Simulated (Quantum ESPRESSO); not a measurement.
CdS (Hawleyite): dielectric tensor and Born charges under several settings

```
CELL_PARAMETERS angstrom
0.00000 2.91650 2.91650
2.91650 0.00000 2.91650
2.91650 2.91650 0.00000
ATOMIC_POSITIONS crystal
Cd 0.00000 0.00000 0.00000
S 0.75000 0.75000 0.75000
```

All runs used Quantum ESPRESSO 7.5; k mesh 8 × 8 × 8, shifted; given cell; no spin polarisation; cutoff 612 eV; occupations smeared at first, fixed for the response.

| level | potentials | pressure (GPa) | ε∞ (diagonal) | Born charge of atom 1 (e) |
| --- | --- | --- | --- | --- |
| LDA | GBRV 1.5 LDA | -2.1 | 6.77 | 2.19 |
| PBE | GBRV 1.5 PBE | 3.2 | 6.19 | 2.18 |
| PBEsol | GBRV 1.5 PBEsol | 0.0 | 6.47 | 2.18 |
| WC | GBRV 1.5 PBE | ? | ? | ? |
| BLYP | GBRV 1.5 PBE | 6.4 | 6.23 | 2.20 |
| AM05 | GBRV 1.5 PBE | 0.7 | 6.33 | 2.18 |

What stands in the row left open?

Pressure 0.2 GPa; ε∞ 6.55; Born charge of atom 1 2.18 e.

Caveats: the potentials were made for another functional, which shifts forces and pressure (some runs); the cell is more than 3 GPa from zero pressure, which shifts response properties (some runs).

For the row left open. Caveat: the potentials were made for another functional, which shifts forces and pressure.
